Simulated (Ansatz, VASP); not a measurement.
# One calculation of W, two programs

```xyz
1
Lattice="-1.5823 1.5823 1.5823 1.5823 -1.5823 1.5823 1.5823 1.5823 -1.5823" Properties=species:S:1:pos:R:3 pbc="T T T"
W     0.0000    0.0000    0.0000
```

Alike in both runs: task relaxation of cell and atoms; functional PBE; k mesh 15 × 15 × 15; occupations methfessel-paxton of order 1, width 0.05 eV; no spin polarisation.

|  | VASP | Ansatz |
| --- | --- | --- |
| version | VASP 6.6.1 | Ansatz 0.2.0 |
| potentials or method | VASP PAW PBE potentials, release 64 (W_sv) | plane waves, PAW |
| plane-wave cutoff (eV) | 600 | 420 |
| valence electrons in the cell | 14 | 14 |

```tsv
	VASP	Ansatz	Ansatz less VASP
relaxed volume (Å³/atom)	16.18	16.14	-0.037
relaxed cell length with the largest relative difference (Å)	2.760	2.758	-0.0021
energy change over the relaxation (meV/atom)	-6	-5	+1.1
```

The runs have no spin-orbit coupling, so splittings on W are missing. PBE usually gives volumes a little too large and moduli too small. Zero-point motion and thermal expansion aren't in these numbers.
